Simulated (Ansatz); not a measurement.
# Ga (I4/mmm) in Ansatz: further runs

The runs below take Ga through relaxation of cell and atoms, with PBEsol.

Program: Ansatz 0.2.0. These are calculated values, not measurements. Logs are shortened: lines on timing, memory, paths and dates and some standing lists are left out, and cuts for length are marked.

## Step 1: The crystal as given

The structure is tetragonal, space group I4/mmm (No. 139). Conventional cell: a = 2.769 Å, b = 2.769 Å, c = 4.622 Å, α = 90.00°, β = 90.00°, γ = 90.00°. Ga (site symmetry 4/mmm) is surrounded by 12 Ga at 2.77 to 3.03 Å.

This isn't the form of Ga at room conditions, which is orthorhombic.

## Step 2: Relaxation of cell and atoms, PBEsol, target pressure 10 GPa, at which the enthalpy is minimised

input.yaml reads:

```yaml
crystal:
  lattice:
    - [-1.3843987196, 1.3843987196, 2.3112238365]
    - [1.3843987196, -1.3843987196, 2.3112238365]
    - [1.3843987196, 1.3843987196, -2.3112238365]
  atoms:
    - { symbol: Ga, position: [0.0, 0.0, 0.0] }
hamiltonian:
  xc: pbesol
  pseudopotentials: { kind: paw }
kpoints:
  mp_grid: { grid: [13, 13, 13] }
scf:
  occupations: { method: fermi_dirac, width: 0.05 }
output:
  forces: true
  stress: true
  eigenvalues: true
  write_density: true
  write_potential: true
  elf: true
  volumetric_format: npy
relax:
  f_tol: 0.01
  max_steps: 40
  cell: { stress_tol: 0.05, p_target: 10.0 }
```

Potentials or basis: Ansatz PAW.

Command:

```console
$ ansatz run input.yaml --threads 2 --pin off --max-ram 5632MiB --backend cpu --events-out ev --progress --plain --runs-dir out
```

Log:

```text
Warning: RAYON_NUM_THREADS=2 ignored (pool sized by the plan → 2); use --threads N
Engine: ansatz 0.2.0, aarch64-unknown-linux-gnu
Pseudopotentials: kind: paw
Pseudopotential: Ga, paw, valence charge 13, recommended cutoff 420 eV (normal), Ga.paw.azcp
Functional definition: PBEsol
  exchange = pbesol_x
  correlation = pbesol_c
Crystal: 1 atoms, lattice volume = 17.718 Å³
Basis set: ecut = 420 eV, 331 PW (Γ), exchange–correlation on 48×48×48 points (8 copies of the dense FFT grid, shifted against one another)
Bands: 11, of which v1, the nominal top of the filled ones, is band 7 counted from 1 (6 counted from 0)
Symmetry: 16 space group operations
Space group: I4/mmm (ITA 139), of the structure as read, at distance tolerance 2.6e-5 Å
k-points: 196 of 2197
Non-local potential: Ga, projectors of the file, l = 0: 2, l = 1: 2, l = 2: 3, l = 3: 1
PAW form: soft (Blöchl's): semilocal exchange-correlation on the pseudo side does not see the compensation charge
PAW frozen core: Ga, regenerated for the run's functional, and the local potential with it (the file was generated under x = pbe(κ = 0.804, μ = 0.2195149727645171), c = pbe(β = 0.06672455060314922))
PAW one-centre angular grid: Ga, 590 points (default); XC on 64 Gauss nodes
Initial density: superposition of atomic densities (neutral atoms: chi_scale 0, normalization atom), corrected by the library's trained network
Initial wavefunctions: pseudopotential atomic-orbital guess
Functional: x = pbesol(κ = 0.804, μ = 0.12345679012345678), c = pbesol(β = 0.046)
SCF iter   1: F=—  HF=-3743.188117 eV  |F-HF|=—  |Δ(HF+E_count)|=         —  Δρ=1.73e-3  dr2=4.23e-4  ethr=1.77e-3  ⟨swp⟩=5.2  Hψ=12841  notcnv=0
preconditioner: auto → none  [metal: Δε(μ)=0.060 eV  Ē_g=21.924 eV  σ=0.050 eV  W_gap=0.29  n_scr=0 (ndim 8)  ℏωp=31.8 eV  f_vac=0.000  D(μ)=0.33/eV (n_scr^D=0)]
SCF iter   2: F=—  HF=-3743.187550 eV  |F-HF|=—  |Δ(HF+E_count)|=   5.68e-4  Δρ=4.67e-4  dr2=2.73e-5  ethr=3.26e-6  ⟨swp⟩=2.0  Hψ=5159  notcnv=0  defer=7
SCF iter   3: F=—  HF=-3743.187555 eV  |F-HF|=—  |Δ(HF+E_count)|=   5.11e-6  Δρ=2.23e-4  dr2=5.75e-6  ethr=2.10e-7  ⟨swp⟩=1.0  Hψ=2079  notcnv=0  defer=7
iter 4 did not close the SCF: its close was put off for the readings that it lacked (scf_convergence_deferred on its scf_iter line)
SCF iter   4: F=-3743.187558 eV  HF=-3743.187558 eV  |F-HF|=3.03e-8  |Δ(HF+E_count)|=   2.94e-6  Δρ=1.45e-5  dr2=2.86e-8  ethr=4.42e-8  ⟨swp⟩=2.0  Hψ=2344  notcnv=0  defer=7
iter 5 did not close the SCF: its close was put off for the readings that it lacked (scf_convergence_deferred on its scf_iter line)
SCF iter   5: F=-3743.187558 eV  HF=-3743.187558 eV  |F-HF|=1.68e-8  |Δ(HF+E_count)|=   2.52e-9  Δρ=9.95e-6  dr2=8.98e-9  ethr=2.20e-10  ⟨swp⟩=2.0  Hψ=3351  notcnv=0  defer=7
SCF iter   6: F=-3743.187558 eV  HF=-3743.187558 eV  |F-HF|=2.02e-9  |Δ(HF+E_count)|=   5.58e-9  Δρ=3.45e-6  dr2=1.10e-9  ethr=6.91e-11  ⟨swp⟩=5.6  Hψ=10880  notcnv=0
[... 38 lines left out ...]
iter 1 solved again at ethr=9.29e-8 eV; its pass at ethr=3.10e-3 eV (dr2=1.21e-5 eV) is discarded
SCF iter   1: F=—  HF=-3743.132059 eV  |F-HF|=—  |Δ(HF+E_count)|=         —  Δρ=1.88e-4  dr2=1.94e-6  ethr=9.29e-8  ⟨swp⟩=2.6  Hψ=18022  notcnv=0
preconditioner: auto → none  [metal: Δε(μ)=0.045 eV  Ē_g=22.988 eV  σ=0.050 eV  W_gap=0.21  n_scr=0 (ndim 8)  ℏωp=33.9 eV  f_vac=0.000  D(μ)=0.18/eV (n_scr^D=0)]
SCF iter   2: F=—  HF=-3743.132058 eV  |F-HF|=—  |Δ(HF+E_count)|=   3.74e-7  Δρ=1.69e-4  dr2=1.86e-6  ethr=1.49e-8  ⟨swp⟩=2.0  Hψ=3149  notcnv=0
SCF iter   3: F=—  HF=-3743.132059 eV  |F-HF|=—  |Δ(HF+E_count)|=   6.97e-7  Δρ=2.90e-5  dr2=8.75e-8  ethr=1.43e-8  ⟨swp⟩=2.0  Hψ=3303  notcnv=0
SCF iter   4: F=—  HF=-3743.132059 eV  |F-HF|=—  |Δ(HF+E_count)|=   2.22e-7  Δρ=5.48e-6  dr2=1.98e-9  ethr=6.73e-10  ⟨swp⟩=2.0  Hψ=3427  notcnv=0
SCF iter   5: F=-3743.132059 eV  HF=-3743.132059 eV  |F-HF|=5.91e-12  |Δ(HF+E_count)|=  9.08e-10  Δρ=1.09e-7  dr2=6.36e-13  ethr=1.00e-12  ⟨swp⟩=3.9  Hψ=9542  notcnv=0
SCF 5 converged in 5 iterations: F = -3743.132059 eV  dr2 = 6.36e-13
relax step   5: F+E_penalty+E_count = -3743.13205885 eV  Δ(F+E_penalty+E_count) = +6.791e-4 eV  max|allowed force component| = 0.000e0 eV/Å  Δτ_max = 0.0000 Å  P = +9.981 GPa  Ω = 15.570 Å³  stress off target by 3.15e-2 GPa  SCF on the basis re-selected at this cell (its energy is not comparable with the rows above)  (5 SCF iters)
basis re-selected at this cell: Δ(F+E_penalty+E_count) = +6.791e-4 eV, ΔP = -0.006 GPa vs the last step (what re-selecting the basis moved, of the pressure what is left beyond the Pulay correction that the steps carried, after the strain that the cell walked since its last selection, with what the two solves' SCF thresholds leave and, on support functions, any second-order correction that the steps lacked; it is no measure of the basis error at this ecutwfc). The dense FFT grid was sized anew with the basis: this SCF ran on 20×20×20 points, the steps before it on 24×24×24, so part of this shift can come from that change (see relax.cell in the input reference). This SCF's stress stands 3.15e-2 GPa from its target on what of the cell is left free (relax.cell.stress_tol is 5.00e-2 GPa) and its largest allowed force component is 0.00e0 eV/Å (relax.f_tol is 1.00e-2 eV/Å): within both
SCF converged after 5 iterations
Free energy (F): -3743.132059 eV
Harris-Foulkes:  -3743.132059 eV  (|F-HF|=5.91e-12)
Internal energy: -3743.130492 eV  (E = F + TS)
E sigma→0 (E₀):  -3743.131275 eV
Entropy (-TS):   -0.001567 eV (-1.567 meV/atom)
Fermi energy:    12.411009 eV
--- Per-component energies (eV) ---
  E_band       = -3.755049
  E_kinetic    = 117.021837
  E_local      = -1644.638996  (includes V_loc(G=0)·N_el)
  E_nonlocal   = 423.719574
  E_hartree    = 782.990236
  E_xc         = -70.074042
  E_vxc        = -59.962275  (∫ρ·V_xc dr)
  E_paw        = -1946.362941  (= ΣΔE_a)
  E_vpaw       = -405.875531  (= ΣTr[D̂ρ^β])
  E_aug_tail   = -0.000125  (compensation charges beyond the density's cutoff)
  E_ewald      = -1406.649013
  E_core_change = 0.862978  (= ΣΔE_core)
  E_smearing   = -0.001567  (= −TS)
  E_closure    = 0.000000  (closes the sum)
  Σ components = -3743.132059   (vs F -3743.132059, Δ=0.00e0)
--- Forces (eV/Å), atoms counted from 1 ---
  atom   1  Ga     0.00000000     0.00000000     0.00000000
  max |Σ_I F_I| component: 2.47e-32 eV/Å
--- Stress (GPa, compression-positive) ---
        9.986863       0.000000       0.000000
        0.000000       9.986863      -0.000000
       -0.000000      -0.000000       9.968541
  P = ⅓ Tr σ = 9.9808 GPa (99.808 kbar)
--- Band table (eV; the first three rows and the last of 196) ---
  k-point 0: bands = ["-2.8383", "-2.6300", "-2.6300", "-2.6221", "-2.4118", "-0.2495", "26.8758", "26.8758", "26.9728", "29.5788", "29.8007"]
  k-point 1: bands = ["-2.8067", "-2.6484", "-2.6181", "-2.6105", "-2.4285", "0.0044", "24.9600", "25.4239", "26.0643", "27.3439", "31.4683"]
  k-point 2: bands = ["-2.7169", "-2.6994", "-2.5913", "-2.5839", "-2.4736", "0.7768", "22.4562", "23.1301", "24.4618", "25.1827", "30.4833"]
  k-point 195: bands = ["-3.0093", "-2.9115", "-2.3474", "-2.3426", "-2.3280", "8.1496", "8.4519", "18.0031", "19.8748", "23.5451", "25.7063"]
--- Relaxed structure (4 steps of the walk, 4 accepted, 1 SCFs on fresh bases) ---
  F+E_penalty+E_count = -3743.13205885 eV   max|allowed force component| = 0.000e0 eV/Å   (the final SCF, on the basis selected at the relaxed cell)
  cell:  # Å, volume = 15.5701 Å³
    - [-1.340466898101119, 1.340466898101119, 2.166303294299016]
    - [1.340466898101119, -1.340466898101119, 2.166303294299016]
    - [1.340466898101119, 1.340466898101119, -2.166303294299016]
  atoms:
    - { symbol: Ga, position: [0.0, 0.0, 0.0] }
```

Wall time 6.2 s (2 threads of Arm Neoverse V2, shared host); peak memory 0.33 GiB.

What came out:

```yaml
Free_energy: -3743.1321 eV
Relaxed_volume: 15.57 Å³/atom
Relaxed_cell: a = 2.879 Å, b = 2.879 Å, c = 2.879 Å, α = 124.49°, β = 124.49°, γ = 82.38°
Space_group_after_relaxing_to_0.05_Å: I4/mmm (No. 139)
Energy_change_on_relaxing_the_enthalpy_is_what_falls: +55.5 meV/atom
Ionic_steps: 5
Pressure_after_relaxing: 10.0 GPa
Band_gap_on_the_k_mesh: none (metal or under the smearing width)
```

The path:
| step | energy change (eV) | largest force (eV/Å) | volume (Å³) |
| --- | --- | --- | --- |
| 1 | 0.0000 | 0.0000 | 17.72 |
| 2 | 0.0504 | 0.0000 | 15.67 |
| 3 | 0.0593 | 0.0000 | 15.50 |
| 4 | 0.0548 | 0.0000 | 15.57 |
| 5 | 0.0555 | 0.0000 | 15.57 |

Final structure:
```cif
data_structure
_symmetry_space_group_name_H-M 'P 1'
_symmetry_Int_Tables_number 1
_cell_length_a 2.8786
_cell_length_b 2.8786
_cell_length_c 2.8786
_cell_angle_alpha 124.494
_cell_angle_beta 124.494
_cell_angle_gamma 82.378
_cell_volume 15.57
loop_
_atom_site_label
_atom_site_type_symbol
_atom_site_fract_x
_atom_site_fract_y
_atom_site_fract_z
_atom_site_occupancy
Ga1 Ga 0.00000 0.00000 0.00000 1
```

Levels at points of the mesh, in eV from the Fermi level:
| k point | band 3 | band 4 | band 5 | band 6 | band 7 | band 8 | band 9 | band 10 |
| --- | --- | --- | --- | --- | --- | --- | --- | --- |
| (0.00, 0.00, 0.00) | -15.04 | -15.03 | -14.82 | -12.66 | 14.46 | 14.46 | 14.56 | 17.17 |

Caveat: the plane-wave basis is chosen anew once the cell has moved, so the energies of steps on either side of that aren't comparable; the PAW data sets come from PBE, with cores solved anew for the run's functional, which leaves a small shift of forces and pressure.

(Part 1 of 2 ends here.)
